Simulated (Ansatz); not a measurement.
Crystal: Fe.

```xyz
1
Lattice="-1.4430 1.4430 1.4430 1.4430 -1.4430 1.4430 1.4430 1.4430 -1.4430" Properties=species:S:1:pos:R:3 pbc="T T T"
Fe    0.0000    0.0000    0.0000
```

Program: Ansatz 0.2.0. Alike in all runs: spin collinear, ferromagnetic start; cell as given; k mesh 13 × 13 × 13.

Order these runs on this cell by their pressure, lowest first.
A. level rPW86-PBE; potentials or basis Ansatz PAW; cutoff (eV) 420; smearing fermi-dirac 0.05 eV; points for each segment of the path 14
B. level PBE; potentials or basis Ansatz PAW earlier set; cutoff (eV) 844; smearing fermi-dirac 0.05 eV; points for each segment of the path 14
C. level LDA; potentials or basis Ansatz PAW; cutoff (eV) 420; smearing fermi-dirac 0.05 eV; points for each segment of the path 14
D. level PBEsol; potentials or basis Ansatz PAW; cutoff (eV) 420; smearing fermi-dirac 0.05 eV; points for each segment of the path 14
E. level PBE+D4+U; potentials or basis Ansatz PAW; U Fe d U = 3 eV; cutoff (eV) 420; smearing methfessel-paxton 0.1 eV; hubbard projectors atomic; double counting fll (the default)

C (-25.9 GPa), D (-17.9 GPa), B (-9.7 GPa), A (-4.7 GPa), E (-1.0 GPa).

Caveats: the PAW data sets come from PBE, with cores solved anew for the run's functional, which leaves a small shift of forces and pressure (some runs); so large a pressure means that the cell lies far from this level's equilibrium, or that cutoff or potentials fall short (some runs); the potentials were made for another functional, which shifts forces and pressure (some runs); the magnetic or orbital state may not be the lowest (some runs); pairwise dispersion overbinds metals, which lowers pressure and volume (some runs); the U is typed as a test and isn't derived for this compound (some runs).

Not every run made on this cell is shown here.
